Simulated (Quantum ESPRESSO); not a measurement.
## HfO2: Hubbard U from linear response under several settings

```
CELL_PARAMETERS angstrom
0.00000 2.55750 2.55750
2.55750 0.00000 2.55750
2.55750 2.55750 0.00000
ATOMIC_POSITIONS crystal
Hf 0.00000 0.00000 0.00000
O 0.75000 0.75000 0.75000
O 0.25000 0.25000 0.25000
```

Measurements of this composition are mostly on another form, of space group No. 14.

All runs used Quantum ESPRESSO 7.5; potentials GBRV 1.5 PBE; k mesh 6 × 6 × 6; given cell; no spin polarisation; cutoff 612 eV; occupations smeared at first, fixed for the response.

```csv
level,projectors,U typed (eV),q mesh,with V,state,U computed (eV)
PBE+U,atomic,0.0,2 × 2 × 2,no,insulator,Hf 1.8
PBE+U,atomic,2.0,2 × 2 × 2,no,insulator,?
PBE+U,atomic,4.0,2 × 2 × 2,no,insulator,Hf 1.7
PBE+U,atomic,6.0,2 × 2 × 2,no,insulator,Hf 1.7
PBE+U,atomic,8.0,2 × 2 × 2,no,insulator,Hf 1.7
```

Q: What stands in the row left open?

A: U computed Hf 1.8 eV.

